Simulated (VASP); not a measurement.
# AlN (P6_3mc) in VASP: further runs

One crystal, AlN, is run at these levels: PBE; tasks: relaxation of cell and atoms.

All numbers are computed with VASP 6.6.1; they aren't measurements. Logs are shortened: lines on timing, memory, paths and dates and some standing lists are left out, and cuts for length are marked.

## (1) The crystal as given

Symmetry: P6_3mc, No. 186, hexagonal system. The conventional cell has a = 3.113 Å, b = 3.113 Å, c = 4.981 Å, α = 90.00°, β = 90.00°, γ = 120.00°. Around Al (site symmetry 3m) lie 4 N at 1.89 Å. N (site symmetry 3m) is surrounded by 4 Al at 1.89 Å.

## (2) Relaxation of cell and atoms, PBE

Contents of INCAR:

```
  ALGO = Fast
  EDIFF = 1E-7
  EDIFFG = -0.002
  ENCUT = 520
  GGA = PE
  IBRION = 2
  ISIF = 3
  ISMEAR = 0
  LASPH = T
  LCHARG = F
  LREAL = F
  LWAVE = F
  NELM = 100
  NSW = 80
  PREC = Accurate
  SIGMA = 1.0
```

Contents of KPOINTS:

```
k-points
0
Gamma
  12 12 6
```

Contents of POSCAR:

```
AlN
1.0
    3.1130000000      0.0000000000      0.0000000000
   -1.5565000000      2.6959370800      0.0000000000
    0.0000000000      0.0000000000      4.9810000000
Al N
2 2
Direct
    0.3333333300      0.6666666700      0.0000000000
    0.6666666700      0.3333333300      0.5000000000
    0.3333333300      0.6666666700      0.3800000000
    0.6666666700      0.3333333300      0.8800000000
```

Potentials or basis: VASP PAW PBE potentials, release 64 (Al, N).

Run with:

```console
cat potpaw_PBE.64/Al/POTCAR potpaw_PBE.64/N/POTCAR > POTCAR
mpirun -np 1 vasp_std > vasp.out
```

OUTCAR:

```text
EDIFF = 1E-7
   EDIFFG = -0.002
   ENCUT = 520
   GGA = PE
   IBRION = 2
   ISIF = 3
   ISMEAR = 0
   LASPH = T
   LREAL = F
   NELM = 100
   NSW = 80
   PREC = Accurate

 ion  position               nearest neighbor table
   1  0.333  0.667  0.000-   3 1.89   4 1.89   4 1.89   4 1.89   2 3.07   2 3.07   2 3.07   2 3.07
                             2 3.07   2 3.07
   2  0.667  0.333  0.500-   4 1.89   3 1.89   3 1.89   3 1.89   1 3.07   1 3.07   1 3.07   1 3.07
                             1 3.07   1 3.07
   3  0.333  0.667  0.380-   1 1.89   2 1.89   2 1.89   2 1.89
   4  0.667  0.333  0.880-   2 1.89   1 1.89   1 1.89   1 1.89

  LATTYP: Found a hexagonal cell.
 ALAT       =     3.1130000000
 C/A-ratio  =     1.6000642467

  Lattice vectors:

 A1 = (   3.1130000000,   0.0000000000,   0.0000000000)
 A2 = (  -1.5565000000,   2.6959370800,   0.0000000000)
 A3 = (   0.0000000000,   0.0000000000,   4.9810000000)

Analysis of symmetry for initial positions (statically):
=====================================================================
 Subroutine PRICEL returns:
 Original cell was already a primitive cell.

 Routine SETGRP: Setting up the symmetry group for a
 hexagonal supercell.

 Subroutine GETGRP returns: Found 12 space group operations
 (whereof  6 operations were pure point group operations)
 out of a pool of 24 trial point group operations.

The static configuration has the point symmetry C_3v.
 The point group associated with its full space group is C_6v.

Analysis of symmetry for dynamics (positions and initial velocities):
=====================================================================
 Subroutine PRICEL returns:
 Original cell was already a primitive cell.

 Routine SETGRP: Setting up the symmetry group for a
 hexagonal supercell.

 Subroutine GETGRP returns: Found 12 space group operations
 (whereof  6 operations were pure point group operations)
 out of a pool of 24 trial point group operations.

The dynamic configuration has the point symmetry C_3v.
 The point group associated with its full space group is C_6v.

 Subroutine INISYM returns: Found 12 space group operations
 (whereof  6 operations are pure point group operations),
 and found     1 'primitive' translations

----------------------------------------------------------------------------------------

                                     Primitive cell

  volume of cell :      41.8028

  direct lattice vectors                    reciprocal lattice vectors
     3.113000000  0.000000000  0.000000000     0.321233537  0.185464269  0.000000000
    -1.556500000  2.695937080  0.000000000     0.000000000  0.370928538  0.000000000
     0.000000000  0.000000000  4.981000000     0.000000000  0.000000000  0.200762899

  length of vectors
     3.113000000  3.112999998  4.981000000     0.370928538  0.370928538  0.200762899

  position of ions in fractional coordinates (direct lattice)
     0.333333330  0.666666670  0.000000000
     0.666666670  0.333333330  0.500000000
     0.333333330  0.666666670  0.380000000
     0.666666670  0.333333330  0.880000000

  ion indices of the primitive-cell ions
   primitive index   ion index
                 1           1
                 2           2
                 3           3
                 4           4

----------------------------------------------------------------------------------------

 KPOINTS: k-points

Automatic generation of k-mesh.
 Grid dimensions read from file:
 generate k-points for:   12   12    6

 Generating k-lattice:

  Cartesian coordinates                     Fractional coordinates (reciprocal lattice)
     0.026769461  0.015455356  0.000000000     0.083333333 -0.000000000  0.000000000
     0.000000000  0.030910712  0.000000000     0.000000000  0.083333333  0.000000000
     0.000000000  0.000000000  0.033460483     0.000000000  0.000000000  0.166666667

  Length of vectors
     0.030910711  0.030910712  0.033460483

  Shift w.r.t. Gamma in fractional coordinates (k-lattice)
     0.000000000  0.000000000  0.000000000

 Subroutine IBZKPT returns following result:
 ===========================================

 Found     76 irreducible k-points:

 Following reciprocal coordinates:
            Coordinates               Weight
  0.000000  0.000000  0.000000      1.000000
  0.083333  0.000000  0.000000      6.000000
  0.166667  0.000000  0.000000      6.000000
  0.250000  0.000000  0.000000      6.000000
  0.333333  0.000000  0.000000      6.000000
  0.416667  0.000000  0.000000      6.000000
[... 16 lines left out ...]
  0.250000  0.000000  0.166667     12.000000
  0.333333  0.000000  0.166667     12.000000
 [... further k-points ...]
   k-points           NKPTS =     76   k-points in BZ     NKDIM =     76   number of bands    NBANDS=     12
   number of dos      NEDOS =    301   number of ions     NIONS =      4
   total plane-waves  NPLWV =  23040
   dimension x,y,z NGX =    24 NGY =   24 NGZ =   40
   dimension x,y,z NGXF=    48 NGYF=   48 NGZF=   80
   ions per type =               2   2
   NGX,Y,Z   is equivalent  to a cutoff of  12.82, 12.82, 13.35 a.u.
   NGXF,Y,Z  is equivalent  to a cutoff of  25.63, 25.63, 26.70 a.u.
 SYSTEM =  unknown system
   PREC   = accura    normal or accurate (medium, high low for compatibility)
   ISTART =      0    job   : 0-new  1-cont  2-samecut
   ICHARG =      2    charge: 1-file 2-atom 10-const
   ISPIN  =      1    spin polarized calculation?
   LNONCOLLINEAR =      F non collinear calculations
   LSORBIT =      F    spin-orbit coupling
   LASPH  =      T    aspherical Exc in radial PAW
   ENCUT  =  520.0 eV  38.22 Ry    6.18 a.u.   5.79  5.79  9.26*2*pi/ulx,y,z
   NELM   =    100;   NELMIN=  2; NELMDL= -5     # of ELM steps
   EDIFF  = 0.1E-06   stopping-criterion for ELM
   LREAL  =      F    real-space projection
   EDIFFG = -.2E-02   stopping-criterion for IOM
   NSW    =     80    number of steps for IOM
   IBRION =      2    ionic relax: 0-MD 1-quasi-New 2-CG
   NFREE  =      1    steps in history (QN), initial steepest desc. (CG)
   ISIF   =      3    stress and relaxation
   ISYM   =      2    0-nonsym 1-usesym 2-fastsym
   POTIM  = 0.5000    time-step for ionic-motion
   TEBEG  =    0.0;   TEEND  =   0.0 temperature during run
   PSTRESS=    0.0 pullay stress
   NELECT =      16.0000    total number of electrons
   NUPDOWN=      -1.0000    fix difference up-down
   EMIN   =  10.00;   EMAX   =-10.00  energy-range for DOS
   EFERMI =   0.00;   METHOD = LEGACY
   ISMEAR =     0;   SIGMA  =   1.00  broadening in eV -4-tet -1-fermi 0-gaus
   EFERMI_NEDOS =   21; number of points for ismear=-14 and -15
   IALGO  =     68    algorithm
   IMIX   =      4    mixing-type and parameters
     AMIX     =   0.40;   BMIX     =  1.00
     AMIX_MAG =   1.60;   BMIX_MAG =  1.00
  volume/ion in A,a.u.               =      10.45        70.52
  Fermi-wavevector in a.u.,A,eV,Ry     =   1.188629  2.246183 19.222843  1.412839
  Thomas-Fermi vector in A             =   2.324754
   LORBIT       =      0    0 simple, 1 ext, 2 COOP (PROOUT), +10 PAW based schemes
   GGA     = PE    functional components
   LHFCALC =     F    Hartree Fock is set to
   AEXX    =    0.0000 exact exchange contribution
   IVDW    =     0    specifies the selected vdW correction
   LEPSILON=     F    determine dielectric tensor
   LRPA    =     F    only Hartree local field effects (RPA)
 conjugate gradient relaxation of ions
 non-spin polarized calculation
 RMM-DIIS sequential band-by-band and
 Gauss-broadening in eV      SIGMA  =   1.00
  energy-cutoff  :      520.00
  volume of cell :       41.80
 maximum number of plane-waves:      1152
 NGX is ok and might be reduce to    24
   NGX = 11   NGY = 11   NGZ = 19

--------------------------------------- Ionic step        1  -------------------------------------------

 number of electron      15.9999997 magnetization

 Free energy of the ion-electron system (eV)
  ---------------------------------------------------
  ext. energy  EPLUGINS =         0.00000000
  ---------------------------------------------------
  free energy    TOTEN  =       -29.77129710 eV

  energy without entropy =      -29.77108274  energy(sigma->0) =      -29.77118992

------------------------ aborting loop because EDIFF is reached ----------------------------------------

  FORCE on cell =-STRESS in cart. coord.  units (eV):
  Direction    XX          YY          ZZ          XY          YZ          ZX
  --------------------------------------------------------------------------------------
  -------------------------------------------------------------------------------------
  Total        0.7599519      0.7599519      1.1927889      0.0000000     -0.0000000      0.0000000
  in kB       29.1266975     29.1266975     45.7160558      0.0000000     -0.0000000      0.0000000
  external PRESSURE =      34.6564836 kB  Pullay stress =       0.0000000 kB
[... 251 lines left out ...]
  energy  without entropy=      -29.7798446757  energy(sigma->0) =      -29.77999134

--------------------------------------- Ionic step        8  -------------------------------------------

 number of electron      15.9999998 magnetization

 Free energy of the ion-electron system (eV)
  ---------------------------------------------------
  ext. energy  EPLUGINS =         0.00000000
  ---------------------------------------------------
  free energy    TOTEN  =       -29.78013894 eV

  energy without entropy =      -29.77984627  energy(sigma->0) =      -29.77999260

 E-fermi :   8.3275     XC(G=0): -10.8329

 val. band max:        5.9756291152   @ k =   0.0000   0.0000   0.0000
 cond. band min:      10.0318804658   @ k =   0.0000   0.0000   0.0000
 fundamental gap:      4.0562513507
 Fermi energy:         8.3274703775

 k-point     1 :       0.0000    0.0000    0.0000
  band No.  band energies     occupation
      1      -9.0983      2.00000
      2      -7.0123      2.00000
      3       0.0647      2.00000
      4       5.1324      1.99999
      5       5.1324      1.99999
      6       5.7747      1.99969
      7       5.7747      1.99969
      8       5.9756      1.99912
      9      10.0319      0.01594
     10      12.4988      0.00000
     11      16.4427      0.00000
     12      17.0155      0.00000
[... 331 lines left out ...]
 k-point    24 :       0.3333    0.0000    0.1667
  band No.  band energies     occupation
      1      -7.8044      2.00000
      2      -6.6106      2.00000
      3       1.1322      2.00000
      4       2.0798      2.00000
      5       2.6816      2.00000
      6       4.2365      2.00000
      7       5.1965      1.99999
      8       5.3310      1.99998
      9      11.7608      0.00000
     10      12.5779      0.00000
     11      14.3309      0.00000
     12      16.0179      0.00000

 [... further k-points ...]

------------------------ aborting loop because EDIFF is reached ----------------------------------------

  FORCE on cell =-STRESS in cart. coord.  units (eV):
  Direction    XX          YY          ZZ          XY          YZ          ZX
  --------------------------------------------------------------------------------------
  -------------------------------------------------------------------------------------
  Total       -0.0004728     -0.0004728     -0.0028689      0.0000000     -0.0000000      0.0000000
  in kB       -0.0178147     -0.0178147     -0.1080933      0.0000000     -0.0000000      0.0000000
  external PRESSURE =      -0.0479076 kB  Pullay stress =       0.0000000 kB
[... 19 lines left out ...]
  FREE ENERGIE OF THE ION-ELECTRON SYSTEM (eV)
  ---------------------------------------------------
  free  energy   TOTEN  =       -29.7801389362 eV

  energy  without entropy=      -29.7798462650  energy(sigma->0) =      -29.77999260

 reached required accuracy - stopping structural energy minimisation
```

Wall time 88 s (1 thread of Intel Xeon Platinum 8488C (Sapphire Rapids), shared host); peak memory 0.18 GiB.

What came out:

```yaml
Free_energy: -29.7801 eV
Relaxed_volume: 10.63 Å³/atom
Relaxed_cell: a = 3.129 Å, b = 3.129 Å, c = 5.016 Å, α = 90.00°, β = 90.00°, γ = 120.00°
Space_group_after_relaxing_to_0.05_Å: P6_3mc (No. 186)
Energy_gained_by_relaxing: 2.2 meV/atom
Ionic_steps: 8
Pressure_after_relaxing: 0.0 GPa
Band_gap_on_the_k_mesh: 4.06 eV, direct
```

The path:
| step | energy change (eV) | largest force (eV/Å) | pressure (GPa) | volume (Å³) |
| --- | --- | --- | --- | --- |
| 1 | 0.0000 | 0.1289 | 3.47 | 41.80 |
| 2 | -0.0018 | 0.0914 | -2.90 | 43.19 |
| 3 | -0.0088 | 0.0039 | 0.00 | 42.52 |
| 4 | -0.0088 | 0.0061 | 0.07 | 42.51 |
| 5 | -0.0088 | 0.0065 | 0.05 | 42.51 |
| 6 | -0.0088 | 0.0068 | 0.04 | 42.51 |
| 7 | -0.0088 | 0.0016 | -0.03 | 42.53 |
| 8 | -0.0088 | 0.0007 | 0.00 | 42.52 |

Final structure:
```
CELL_PARAMETERS angstrom
3.12859 0.00000 0.00000
-1.56430 2.70944 0.00000
0.00000 0.00000 5.01643
ATOMIC_POSITIONS crystal
Al 0.33333 0.66667 0.99926
Al 0.66667 0.33333 0.49926
N 0.33333 0.66667 0.38074
N 0.66667 0.33333 0.88074
```

Levels at points of the mesh, in eV from the valence-band top:
```
           k point  band 4  band 5  band 6  band 7  band 8  band 9  band 10  band 11  band 12
(0.00, 0.00, 0.00)   -0.84   -0.84   -0.20   -0.20    0.00    4.06     6.52    10.47    11.04
(0.50, 0.00, 0.00)   -4.12   -3.30   -2.05   -1.74   -0.68    5.76     5.77     8.04    10.15
(0.00, 0.00, 0.50)   -3.30   -0.53   -0.53   -0.53   -0.53    6.32     6.32    10.18    10.18
(0.50, 0.00, 0.50)   -5.52   -1.44   -1.44   -1.35   -1.35    5.25     5.25     9.15     9.15
```

A k mesh can miss the band edges. Zero-point motion and thermal expansion aren't in these numbers.

(Part 1 of 2 ends here.)
